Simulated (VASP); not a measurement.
Runs of VASP 6.6.1 on Bi2Te3 (Tellurobismuthite). It takes space group R-3m (No. 166, trigonal). Conventional cell: a = 4.386 Å, b = 4.386 Å, c = 30.497 Å, α = 90.00°, β = 90.00°, γ = 120.00°. Around Bi (site symmetry 3m) lie 6 Te at 3.07 to 3.25 Å. Te (site symmetry -3m) is surrounded by 6 Bi at 3.25 Å. Around Te (site symmetry 3m) lie 3 Bi at 3.07 Å. 

| task | level | cell | cutoff (eV) | gap on the mesh (eV) | pressure (GPa) |
| --- | --- | --- | --- | --- | --- |
| relaxation of cell and atoms | PBEsol | relaxed | 600 | 0.20 | 0.0 |
| relaxation of shape and atoms at fixed volume | PBE+D3(BJ) | atoms relaxed at fixed volume from: a relaxed cell with its volume scaled by 0.94 | 600 | 0.23 | 2.9 |
| band structure | TB-mBJ | R-3m, 33.55 Å³/atom | 520 | 0.62 | - |
| relaxation of shape and atoms at fixed volume | PBE+D3(BJ) | atoms relaxed at fixed volume from: a relaxed cell with its volume scaled by 0.96 | 600 | 0.23 | 1.8 |
| relaxation of shape and atoms at fixed volume | PBE+D3(BJ) | atoms relaxed at fixed volume | 600 | (a) | 0.0 |

Alike in all rows: potentials or basis VASP PAW PBE potentials, release 64 (Bi_d, Te); no spin polarisation; k mesh 7 × 7 × 7; smearing gaussian 0.03 eV.

Task: Estimate the missing entries.

Result: (a) 0.25.

Caveats: spin-orbit coupling is left out, which as a rule narrows the gap of such compounds by several tenths of an eV; an odd mesh through Γ misses points on the zone boundary, where band edges often lie (some runs); the PAW data sets were made with another functional, which shifts forces and pressure a little (some runs); the relaxation stopped at its first step, so nothing moved (some runs).

A k mesh can miss the band edges, and the runs leave out spin-orbit coupling on Bi, Te.
